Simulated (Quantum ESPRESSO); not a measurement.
## The electronic dielectric constant of NaCl, sorted by core time

**What was measured.** The electronic dielectric constant of NaCl (Fm-3m) is reported as 2.34 at 80 K (a printed reference work). The runs below try to reproduce it.

It takes space group Fm-3m (No. 225, cubic). The conventional cell has a = 5.588 Å, b = 5.588 Å, c = 5.588 Å, α = 90.00°, β = 90.00°, γ = 90.00°. Cl (site symmetry m-3m) has 6 Na at 2.79 Å as nearest neighbours. Na (site symmetry m-3m) is surrounded by 6 Cl at 2.79 Å.

| rung | level | program and potentials | cutoff (eV) | k mesh | task | core time | chip | electronic dielectric constant | miss | notes |
| --- | --- | --- | --- | --- | --- | --- | --- | --- | --- | --- |
| GGA | PBE | Quantum ESPRESSO, GBRV 1.5 PBE | 612 | 6 × 6 × 6, shifted | dielectric tensor | 81 s | Intel Xeon Platinum 8259CL Skylake/Cascade Lake | 2.53 | +8.1 % | - |
| GGA | PBEsol | Quantum ESPRESSO, GBRV 1.5 PBEsol | 612 | 6 × 6 × 6, shifted | dielectric tensor | 82 s | Intel Xeon Platinum 8259CL Skylake/Cascade Lake | 2.58 | +10.3 % | - |
| GGA | WC | Quantum ESPRESSO, GBRV 1.5 PBE | 612 | 6 × 6 × 6, shifted | dielectric tensor | 83 s | Intel Xeon Platinum 8259CL Skylake/Cascade Lake | 2.58 | +10.3 % | potentials made for PBE |
| LDA | LDA | Quantum ESPRESSO, GBRV 1.5 LDA | 612 | 6 × 6 × 6, shifted | dielectric tensor | 84 s | Intel Xeon Platinum 8259CL Skylake/Cascade Lake | 2.62 | +12.0 % | - |
| GGA | AM05 | Quantum ESPRESSO, GBRV 1.5 PBE | 612 | 6 × 6 × 6, shifted | dielectric tensor | 89 s | Intel Xeon Platinum 8259CL Skylake/Cascade Lake | 2.54 | +8.5 % | potentials made for PBE |
| GGA | BLYP | Quantum ESPRESSO, GBRV 1.5 PBE | 612 | 6 × 6 × 6, shifted | dielectric tensor | 91 s | Intel Xeon Platinum 8259CL Skylake/Cascade Lake | 2.51 | +7.3 % | potentials made for PBE |
| LDA | LDA | Quantum ESPRESSO, GBRV 1.5 LDA | 612 | 4 × 4 × 4, shifted | phonons | 2 min | Arm Neoverse V1 | 2.67 | +14.1 % | cell relaxed first (20.47 Å³/atom) |
| GGA | PBEsol | Quantum ESPRESSO, GBRV 1.5 PBEsol | 612 | 4 × 4 × 4, shifted | phonons | 2.7 min | Arm Neoverse V1 | 2.57 | +9.8 % | cell relaxed first (22.05 Å³/atom) |

Times are single runs on shared hosts and different chips, so they are rough; meshes, cutoffs and the tasks' sizes weigh on the time. All rows: no spin polarisation. Meshes differ between rows, which moves values too. All levels ran on this one cell, unrelaxed unless noted. Meshes are those of the run's cell of 2 atoms unless a note names another. Misses use the values as printed. Runs on faulty files, with rough fits or with known faults for this quantity aren't shown. No row holds spin-orbit coupling.

By rung: LDA 2.62; LDA in relaxed cells 2.67; GGA 2.51 to 2.58; GGA in relaxed cells 2.57. Measured: 2.34 at 80 K (a printed reference work). Closest is BLYP (+7.3 %), and PBE misses by +8.1 % on plain settings. The runs are for a static lattice, while measurements hold temperature and zero-point motion.
